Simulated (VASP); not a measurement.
Runs of VASP 6.6.1 on NaI. Symmetry: Fm-3m, No. 225, cubic system. The conventional cell has a = 6.473 Å, b = 6.473 Å, c = 6.473 Å, α = 90.00°, β = 90.00°, γ = 90.00°. Around I (site symmetry m-3m) lie 6 Na at 3.24 Å. Na (site symmetry m-3m) has 6 I at 3.24 Å as nearest neighbours. 

```tsv
task	level	cell	cutoff (eV)	smearing	gap on the mesh (eV)	pressure (GPa)	relaxed volume (Å³/atom)
single point	PBE	as given	520	gaussian 0.013 eV	3.64	0.4	-
relaxation of cell and atoms	vdW-DF-cx	relaxed	600	fermi-dirac 0.05 eV	(a)	0.0	(b)
relaxation of cell and atoms	rev-vdW-DF2	relaxed	600	fermi-dirac 0.05 eV	3.60	0.0	33.35
relaxation of cell and atoms	vdW-DF	relaxed	600	fermi-dirac 0.05 eV	3.69	0.0	35.91
relaxation of cell and atoms	BEEF-vdW	relaxed	600	fermi-dirac 0.05 eV	3.69	0.0	34.66
```

Alike in all rows: potentials or basis VASP PAW PBE potentials, release 64 (I, Na_pv); no spin polarisation; k mesh 7 × 7 × 7.

Estimate the missing entries.

(a) 3.74; (b) 33.62.

Caveats: spin-orbit coupling is left out, which moves the levels of the heavy elements; the PAW data sets were made with another functional, which shifts forces and pressure a little (some runs).

A k mesh can miss the band edges, and the runs leave out spin-orbit coupling on I.
